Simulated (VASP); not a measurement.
The system is GaP.

```
CELL_PARAMETERS angstrom
0.00000 2.72525 2.72525
2.72525 0.00000 2.72525
2.72525 2.72525 0.00000
ATOMIC_POSITIONS crystal
Ga 0.00000 0.00000 0.00000
P 0.25000 0.25000 0.25000
```

Base run:

* Program: VASP 6.6.1
* Functional: HSE06
* Potentials or basis: VASP PAW PBE potentials, release 64 (Ga_d, P)
* Cutoff: 520 eV
* k mesh: 5 × 5 × 5
* Occupations: fermi-dirac, width 0.02 eV
* Spin: no spin polarisation

Its results: band gap on the k mesh 2.31 eV, indirect (least direct gap 2.83 eV); pressure 0.6 GPa.

The run is repeated on the same cell with these changes: functional from HSE06 to r2SCAN; k mesh from 5 × 5 × 5 to 7 × 7 × 7. What comes out?

Band gap on the k mesh 1.85 eV, indirect (least direct gap 2.34 eV); pressure 0.0 GPa.

Several settings changed at once, so the effect can't be laid on one alone.

Caveats: the PAW data sets were made with another functional, which shifts forces and pressure a little; an odd mesh through Γ misses points on the zone boundary, where band edges often lie.
